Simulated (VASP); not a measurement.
# P (Fm-3m) in VASP: a series of runs

One crystal, P, is run at these levels: LDA; tasks: single point.

Program: VASP 6.6.1. These are calculated values, not measurements. Logs are shortened: lines on timing, memory, paths and dates and some standing lists are left out, and cuts for length are marked.

## Step 1: The crystal as given

It takes space group Fm-3m (No. 225, cubic). The conventional cell has a = 3.813 Å, b = 3.813 Å, c = 3.813 Å, α = 90.00°, β = 90.00°, γ = 90.00°. P (site symmetry m-3m) is surrounded by 12 P at 2.70 Å.

This isn't the form of P at room conditions, which is orthorhombic.

## Step 2: Single point, LDA

Contents of INCAR:

```
SYSTEM = P
PREC = Accurate
ENCUT = 520
EDIFF = 1E-7
ISMEAR = -1
SIGMA = 0.1
LREAL = .FALSE.
LASPH = .TRUE.
NELM = 100
ALGO = Normal
ISIF = 2
LWAVE = .FALSE.
LCHARG = .FALSE.
GGA = CA
NBANDS = 8
```

Contents of KPOINTS:

```
regular mesh
0
G
  23 23 23
  0 0 0
```

Contents of POSCAR:

```
P
1.0
    0.0000000000      1.9066316600      1.9066316600
    1.9066316600      0.0000000000      1.9066316600
    1.9066316600      1.9066316600      0.0000000000
P
1
Direct
    0.0000000000      0.0000000000      0.0000000000
```

Potentials or basis: VASP PAW LDA potentials, release 64 (P).

Started as:

```bash
> cat potpaw_LDA.64/P/POTCAR > POTCAR
> mpirun -np 1 vasp_std > vasp.out
```

OUTCAR:

```text
SYSTEM = P
   PREC = Accurate
   ENCUT = 520
   EDIFF = 1E-7
   ISMEAR = -1
   LREAL = .FALSE.
   LASPH = .TRUE.
   NELM = 100
   ISIF = 2
   GGA = CA

 ion  position               nearest neighbor table
   1  0.000  0.000  0.000-

  LATTYP: Found a face centered cubic cell.
 ALAT       =     3.8132633200

  Lattice vectors:

 A1 = (   0.0000000000,   1.9066316600,   1.9066316600)
 A2 = (   1.9066316600,   0.0000000000,   1.9066316600)
 A3 = (   1.9066316600,   1.9066316600,   0.0000000000)

Analysis of symmetry for initial positions (statically):
=====================================================================
 Subroutine PRICEL returns:
 Original cell was already a primitive cell.

 Routine SETGRP: Setting up the symmetry group for a
 face centered cubic supercell.

 Subroutine GETGRP returns: Found 48 space group operations
 (whereof 48 operations were pure point group operations)
 out of a pool of 48 trial point group operations.

The static configuration has the point symmetry O_h .

Analysis of symmetry for dynamics (positions and initial velocities):
=====================================================================
 Subroutine PRICEL returns:
 Original cell was already a primitive cell.

 Routine SETGRP: Setting up the symmetry group for a
 face centered cubic supercell.

 Subroutine GETGRP returns: Found 48 space group operations
 (whereof 48 operations were pure point group operations)
 out of a pool of 48 trial point group operations.

The dynamic configuration has the point symmetry O_h .

 Subroutine INISYM returns: Found 48 space group operations
 (whereof 48 operations are pure point group operations),
 and found     1 'primitive' translations

----------------------------------------------------------------------------------------

                                     Primitive cell

  volume of cell :      13.8621

  direct lattice vectors                    reciprocal lattice vectors
     0.000000000  1.906631660  1.906631660    -0.262242577  0.262242577  0.262242577
     1.906631660  0.000000000  1.906631660     0.262242577 -0.262242577  0.262242577
     1.906631660  1.906631660  0.000000000     0.262242577  0.262242577 -0.262242577

  length of vectors
     2.696384352  2.696384352  2.696384352     0.454217467  0.454217467  0.454217467

  position of ions in fractional coordinates (direct lattice)
     0.000000000  0.000000000  0.000000000

  ion indices of the primitive-cell ions
   primitive index   ion index
                 1           1

----------------------------------------------------------------------------------------

 KPOINTS: regular mesh

Automatic generation of k-mesh.
 Grid dimensions read from file:
 generate k-points for:   23   23   23

 Generating k-lattice:

  Cartesian coordinates                     Fractional coordinates (reciprocal lattice)
    -0.011401851  0.011401851  0.011401851     0.043478261  0.000000000  0.000000000
     0.011401851 -0.011401851  0.011401851     0.000000000  0.043478261  0.000000000
     0.011401851  0.011401851 -0.011401851     0.000000000  0.000000000  0.043478261

  Length of vectors
     0.019748586  0.019748586  0.019748586

  Shift w.r.t. Gamma in fractional coordinates (k-lattice)
     0.000000000  0.000000000  0.000000000

 Subroutine IBZKPT returns following result:
 ===========================================

 Found    364 irreducible k-points:

 Following reciprocal coordinates:
            Coordinates               Weight
  0.000000  0.000000  0.000000      1.000000
  0.043478  0.000000  0.000000      8.000000
  0.086957  0.000000  0.000000      8.000000
  0.130435  0.000000  0.000000      8.000000
  0.173913  0.000000  0.000000      8.000000
  0.217391  0.000000  0.000000      8.000000
[... 16 lines left out ...]
  0.478261  0.043478  0.000000     24.000000
 -0.478261  0.043478  0.000000     24.000000
 [... further k-points ...]
   k-points           NKPTS =    364   k-points in BZ     NKDIM =    364   number of bands    NBANDS=      8
   number of dos      NEDOS =    301   number of ions     NIONS =      1
   total plane-waves  NPLWV =   8000
   dimension x,y,z NGX =    20 NGY =   20 NGZ =   20
   dimension x,y,z NGXF=    40 NGYF=   40 NGZF=   40
   ions per type =               1
   NGX,Y,Z   is equivalent  to a cutoff of  12.33, 12.33, 12.33 a.u.
   NGXF,Y,Z  is equivalent  to a cutoff of  24.66, 24.66, 24.66 a.u.
 SYSTEM =  P
   PREC   = accura    normal or accurate (medium, high low for compatibility)
   ISTART =      0    job   : 0-new  1-cont  2-samecut
   ICHARG =      2    charge: 1-file 2-atom 10-const
   ISPIN  =      1    spin polarized calculation?
   LNONCOLLINEAR =      F non collinear calculations
   LSORBIT =      F    spin-orbit coupling
   LASPH  =      T    aspherical Exc in radial PAW
   ENCUT  =  520.0 eV  38.22 Ry    6.18 a.u.   5.01  5.01  5.01*2*pi/ulx,y,z
   NELM   =    100;   NELMIN=  2; NELMDL= -5     # of ELM steps
   EDIFF  = 0.1E-06   stopping-criterion for ELM
[... 8 lines left out ...]
   TEBEG  =    0.0;   TEEND  =   0.0 temperature during run
   PSTRESS=    0.0 pullay stress
   NELECT =       5.0000    total number of electrons
   NUPDOWN=      -1.0000    fix difference up-down
   EMIN   =  10.00;   EMAX   =-10.00  energy-range for DOS
   EFERMI =   0.00;   METHOD = LEGACY
   ISMEAR =    -1;   SIGMA  =   0.10  broadening in eV -4-tet -1-fermi 0-gaus
   EFERMI_NEDOS =   21; number of points for ismear=-14 and -15
   IALGO  =     38    algorithm
   IMIX   =      4    mixing-type and parameters
     AMIX     =   0.40;   BMIX     =  1.00
     AMIX_MAG =   1.60;   BMIX_MAG =  1.00
  volume/ion in A,a.u.               =      13.86        93.55
  Fermi-wavevector in a.u.,A,eV,Ry     =   1.165345  2.202184 18.477121  1.358030
  Thomas-Fermi vector in A             =   2.301872
   LORBIT       =      0    0 simple, 1 ext, 2 COOP (PROOUT), +10 PAW based schemes
   GGA     = CA    functional components
   LHFCALC =     F    Hartree Fock is set to
   AEXX    =    0.0000 exact exchange contribution
   IVDW    =     0    specifies the selected vdW correction
   LEPSILON=     F    determine dielectric tensor
   LRPA    =     F    only Hartree local field effects (RPA)
 non-spin polarized calculation
  energy-cutoff  :      520.00
  volume of cell :       13.86
 maximum number of plane-waves:       382
   NGX =  9   NGY =  9   NGZ =  9

 number of electron       4.9999999 magnetization

 Free energy of the ion-electron system (eV)
  ---------------------------------------------------
  ext. energy  EPLUGINS =         0.00000000
  ---------------------------------------------------
  free energy    TOTEN  =        -5.31408897 eV

  energy without entropy =       -5.29882778  energy(sigma->0) =       -5.30645837

 E-fermi :  10.4277     XC(G=0): -11.7542

 val. band max:       10.4206236989   @ k =  -0.3478   0.4348   0.0870
 cond. band min:      10.4686694626   @ k =   0.3478   0.3043   0.0435
 fundamental gap:      0.0480457637
 Fermi energy:        10.4276927078

 k-point     1 :       0.0000    0.0000    0.0000
  band No.  band energies     occupation
      1      -6.3529      2.00000
      2      17.5695      0.00000
      3      17.5695      0.00000
      4      17.5695      0.00000
      5      21.9856      0.00000
      6      21.9856      0.00000
      7      21.9856      0.00000
      8      28.4486      0.00000

 k-point     2 :       0.0435    0.0000    0.0000
  band No.  band energies     occupation
      1      -6.2981      2.00000
      2      17.0625      0.00000
      3      17.4775      0.00000
      4      17.4775      0.00000
      5      22.0670      0.00000
      6      22.1355      0.00000
      7      22.1355      0.00000
      8      28.2301      0.00000

 k-point     3 :       0.0870    0.0000    0.0000
  band No.  band energies     occupation
      1      -6.1341      2.00000
      2      15.8237      0.00000
      3      17.2402      0.00000
      4      17.2402      0.00000
      5      22.1573      0.00000
      6      22.5270      0.00000
      7      22.5270      0.00000
      8      27.7061      0.00000

 k-point     4 :       0.1304    0.0000    0.0000
  band No.  band energies     occupation
      1      -5.8611      2.00000
      2      14.2477      0.00000
      3      16.9322      0.00000
      4      16.9322      0.00000
      5      22.1359      0.00000
      6      23.0072      0.00000
      7      23.0072      0.00000
      8      27.1512      0.00000

 k-point     5 :       0.1739    0.0000    0.0000
  band No.  band energies     occupation
      1      -5.4800      2.00000
      2      12.5478      0.00000
      3      16.6135      0.00000
      4      16.6135      0.00000
      5      22.0298      0.00000
      6      23.3278      0.00000
      7      23.3278      0.00000
      8      26.8905      0.00000
[... 177 lines left out ...]
 k-point    22 :       0.4348    0.0435    0.0000
  band No.  band energies     occupation
      1      -1.3851      2.00000
      2       3.6417      2.00000
      3      15.1929      0.00000
      4      15.3393      0.00000
      5      20.7487      0.00000
      6      21.6831      0.00000
      7      21.8750      0.00000
      8      27.5854      0.00000

 k-point    23 :       0.4783    0.0435    0.0000
  band No.  band energies     occupation
      1      -0.5172      2.00000
      2       2.5137      2.00000
      3      15.1688      0.00000
      4      15.2556      0.00000
      5      20.6970      0.00000
      6      21.3906      0.00000
      7      21.8333      0.00000
      8      27.3760      0.00000

 k-point    24 :      -0.4783    0.0435    0.0000
  band No.  band energies     occupation
      1      -0.1695      2.00000
      2       2.1009      2.00000
      3      15.0326      0.00000
      4      15.3661      0.00000
      5      20.7831      0.00000
      6      21.2249      0.00000
      7      21.8097      0.00000
      8      27.3276      0.00000

 [... further k-points ...]
[... 5 lines left out ...]
  --------------------------------------------------------------------------------------
  -------------------------------------------------------------------------------------
  Total        0.0005837      0.0005837      0.0005837      0.0000000     -0.0000000     -0.0000000
  in kB        0.0674586      0.0674586      0.0674586      0.0000000     -0.0000000     -0.0000000
  external PRESSURE =       0.0674586 kB  Pullay stress =       0.0000000 kB

 VOLUME and BASIS-vectors are now :
 -----------------------------------------------------------------------------
  energy-cutoff  :      520.00
  volume of cell :       13.86
      direct lattice vectors                 reciprocal lattice vectors
     0.000000000  1.906631660  1.906631660    -0.262242577  0.262242577  0.262242577
     1.906631660  0.000000000  1.906631660     0.262242577 -0.262242577  0.262242577
     1.906631660  1.906631660  0.000000000     0.262242577  0.262242577 -0.262242577

 POSITION                                       TOTAL-FORCE (eV/Angst)
 -----------------------------------------------------------------------------------
      0.00000      0.00000      0.00000        -0.000000      0.000000      0.000000
 -----------------------------------------------------------------------------------
    total drift:                                0.000000      0.000000     -0.000000

  FREE ENERGIE OF THE ION-ELECTRON SYSTEM (eV)
  ---------------------------------------------------
  free  energy   TOTEN  =        -5.3140889719 eV

  energy  without entropy=       -5.2988277764  energy(sigma->0) =       -5.30645837
```

Wall time 39 s (1 thread of Intel Xeon Platinum 8259CL at 2.50GHz (Skylake/Cascade Lake), shared host); peak memory 0.14 GiB.

What came out:

```yaml
Free_energy: -5.3141 eV
Pressure: 0.0 GPa
Band_gap_on_the_k_mesh: none (metal or under the smearing width)
```

Levels at points of the mesh, in eV from the Fermi level:
```
           k point  band 1  band 2  band 3  band 4  band 5  band 6  band 7
(0.00, 0.00, 0.00)  -16.78    7.14    7.14    7.14   11.56   11.56   11.56
```

## Step 3: Single point, LDA

This run uses another cell than the first one, of 12.20 Å³/atom, 0.880 times its volume.

Contents of INCAR:

```
SYSTEM = P
PREC     = Accurate       ! precision mode
ENCUT    = 520            ! plane-wave cutoff, eV
EDIFF    = 1E-7           ! SCF threshold, eV
ISMEAR   = -1             ! smearing method
SIGMA    = 0.1            ! smearing width, eV
LREAL    = .False.        ! projectors in reciprocal space
LASPH    = .True.         ! aspherical terms in the spheres
NELM     = 80             ! most SCF steps
ALGO     = Fast           ! electronic algorithm
ISIF     = 2              ! what is computed and relaxed
LWAVE    = .False.        ! write WAVECAR
LCHARG   = .False.        ! write CHGCAR
GGA      = CA             ! functional
NBANDS   = 8              ! bands
```

Contents of KPOINTS:

```
regular mesh
0
Gamma
  16 16 16
  0 0 0
```

Contents of POSCAR:

```
P
1.0
    0.0000000000      1.8270945591      1.8270945591
    1.8270945591      0.0000000000      1.8270945591
    1.8270945591      1.8270945591      0.0000000000
P
1
Direct
    0.0000000000      0.0000000000      0.0000000000
```

Potentials or basis: VASP PAW LDA potentials, release 64 (P).

Started as:

```bash
> cat potpaw_LDA.64/P/POTCAR > POTCAR
> mpirun -np 1 vasp_std > vasp.out
```

Wall time 15 s (1 thread of Intel Xeon Platinum 8259CL at 2.50GHz (Skylake/Cascade Lake), shared host); peak memory 0.12 GiB.

Results (log left out):

- Free energy: -5.2220 eV
- Pressure: 17.6 GPa
- Band gap on the k mesh: none (metal or under the smearing width)

Levels at points of the mesh, in eV from the Fermi level:
```
           k point  band 1  band 2  band 3  band 4  band 5  band 6
(0.00, 0.00, 0.00)  -18.25    8.42    8.42    8.42   11.82   11.82
(0.50, 0.00, 0.00)  -11.17   -9.53    5.96    5.96   10.73   10.73
(0.50, 0.50, 0.00)   -7.93   -7.91    0.84    0.84    3.78    5.33
```

Caveat: so large a pressure means that the cell lies far from this level's equilibrium, or that cutoff or potentials fall short.

## Step 4: Single point, LDA

This run uses another cell than the first one, of 14.42 Å³/atom, 1.040 times its volume.

Contents of INCAR:

```
SYSTEM = P
PREC     = Accurate       ! precision mode
ENCUT    = 520            ! plane-wave cutoff, eV
EDIFF    = 1E-7           ! SCF threshold, eV
ISMEAR   = -1             ! smearing method
SIGMA    = 0.1            ! smearing width, eV
LREAL    = .FALSE.        ! projectors in reciprocal space
LASPH    = .TRUE.         ! aspherical terms in the spheres
NELM     = 80             ! most SCF steps
ALGO     = Normal         ! electronic algorithm
ISIF     = 2              ! what is computed and relaxed
LWAVE    = .FALSE.        ! write WAVECAR
LCHARG   = .FALSE.        ! write CHGCAR
GGA      = CA             ! functional
NBANDS   = 8              ! bands
```

Contents of KPOINTS:

```
regular mesh
0
G
  16 16 16
  0 0 0
```

Contents of POSCAR:

```
P
1.0
    0.0000000000      1.9317217959      1.9317217959
    1.9317217959      0.0000000000      1.9317217959
    1.9317217959      1.9317217959      0.0000000000
P
1
Direct
    0.0000000000      0.0000000000      0.0000000000
```

Started as:

```bash
> cat potpaw_LDA.64/P/POTCAR > POTCAR
> mpirun -np 1 vasp_std > vasp.out
```

Wall time 12 s (1 thread of Intel Xeon Platinum 8259CL at 2.50GHz (Skylake/Cascade Lake), shared host); peak memory 0.12 GiB.

Results (log left out):

```
Free energy            : -5.3046 eV
Pressure               : -3.3 GPa
Band gap on the k mesh : none (metal or under the smearing width)
```

Levels at points of the mesh, in eV from the Fermi level:
```
           k point  band 1  band 2  band 3  band 4  band 5
(0.00, 0.00, 0.00)  -16.34    6.81    6.81    6.81   11.50
(0.50, 0.00, 0.00)  -10.45   -8.04    4.84    4.84   10.56
(0.50, 0.50, 0.00)   -7.81   -6.69    0.71    0.71    4.43
```

## Step 5: Single point, LDA, non-collinear spin, zero start, spin-orbit coupling

Contents of INCAR:

```
PREC = Accurate
ENCUT = 520
EDIFF = 1E-7
ISMEAR = -1
SIGMA = 0.1
LREAL = F
LASPH = T
NELM = 150
ALGO = Normal
ISIF = 2
LWAVE = F
LCHARG = F
MAGMOM = 0 0 0
LORBIT = 11
LSORBIT = T
GGA_COMPAT = F
LORBMOM = T
GGA = CA
NBANDS = 16
```

Contents of KPOINTS:

```
Automatic mesh
0
Gamma
  14 14 14
```

Contents of POSCAR:

```
P
1.0
    0.0000000000      1.9066316600      1.9066316600
    1.9066316600      0.0000000000      1.9066316600
    1.9066316600      1.9066316600      0.0000000000
P
1
Direct
    0.0000000000      0.0000000000      0.0000000000
```

Started as:

```bash
> cat potpaw_LDA.64/P/POTCAR > POTCAR
> mpirun -np 1 vasp_ncl > vasp.out
```

Run time: 55 s. Hardware: 1 thread of Intel Xeon Platinum 8259CL at 2.50GHz (Skylake/Cascade Lake), shared host; peak memory 0.16 GiB.

Results (log left out):

- Free energy: -5.3071 eV
- Pressure: -0.1 GPa
- Net moment: 0.00 μB per cell
- Valence electrons inside the program's atomic spheres: P 2.34

Moments on the atoms (μB; x, y, z):
```
P   0.00 0.00 0.00
```

## Step 6: Summary

```csv
spin,cell,k mesh,gap on the mesh (eV),pressure (GPa)
off,"Fm-3m, 13.86 Å³/atom",23 × 23 × 23,none,0.0
off,"Fm-3m, 12.2 Å³/atom",16 × 16 × 16,none,17.6
off,"Fm-3m, 14.42 Å³/atom",16 × 16 × 16,none,-3.3
"non-collinear, zero start, SOC","Fm-3m, 13.86 Å³/atom",14 × 14 × 14,-,-0.1
```

Alike in all rows: task single point; level LDA; potentials or basis VASP PAW LDA potentials, release 64 (P); cutoff (eV) 520; smearing fermi-dirac 0.1 eV.

Every run on the cell as given and a fine mesh finds a metal.

Caveats: so large a pressure means that the cell lies far from this level's equilibrium, or that cutoff or potentials fall short (some runs).

Absolute energies hang on the potentials; compare differences alone.
